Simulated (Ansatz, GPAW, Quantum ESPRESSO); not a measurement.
Sn: programs and potentials compared

```
Sn
1.0
     0.00000    3.23334    3.23334
     3.23334    0.00000    3.23334
     3.23334    3.23334    0.00000
Sn
2
Direct
  0.75000 0.75000 0.75000
  0.50000 0.50000 0.50000
```

This isn't the form of Sn at room conditions, which is tetragonal (white tin).

Alike in all runs: task band structure; functional PBEsol; k mesh 7 × 7 × 7; occupations fermi-dirac, width 0.05 eV; no spin polarisation; no spin-orbit coupling. Pressure is positive in compression and, in plane waves, holds the error of the finite cutoff.

```json
{"program and potentials": "Quantum ESPRESSO, PseudoDojo 0.4.1 SR PBEsol standard", "plane-wave cutoff (eV)": "980", "notes": "-", "pressure (GPa)": "1.65"}
{"program and potentials": "Ansatz, all-electron LAPW, scalar-relativistic", "plane-wave cutoff (eV)": "-", "notes": "-", "pressure (GPa)": "1.55"}
{"program and potentials": "GPAW, PAW data sets generated for this functional", "plane-wave cutoff (eV)": "600", "notes": "-", "pressure (GPa)": "1.27"}
```

The pressure spans 1.27 (GPAW, PAW data sets generated for this functional) to 1.65 GPa (Quantum ESPRESSO, PseudoDojo 0.4.1 SR PBEsol standard), with all-electron results at 1.55.

The functional is the same throughout but for its coding, so the spread measures potentials, basis and numerics; runs on potential files found faulty are left out.

All three runs put the diamond-structure cell under compression, so each would relax to a somewhat larger volume at zero pressure. The shared sign points to the chosen lattice constant lying below the PBEsol equilibrium value, rather than to a fault of one potential. The pseudopotential result, 1.65 GPa, lies closer to the all-electron 1.55 GPa than does the PAW value of 1.27 GPa, a difference that may come partly from how the tin core and the shallow 4d shell are represented.

Grey tin is held together by directional sp³ bonds, but its diffuse 5s and 5p orbitals overlap less effectively than the valence orbitals of the lighter group members. The lattice is therefore soft, and a given pressure error corresponds to a larger error in volume than it would in silicon or diamond. With only one volume computed, the differences can't be divided between a shift in equilibrium volume and a change in stiffness.
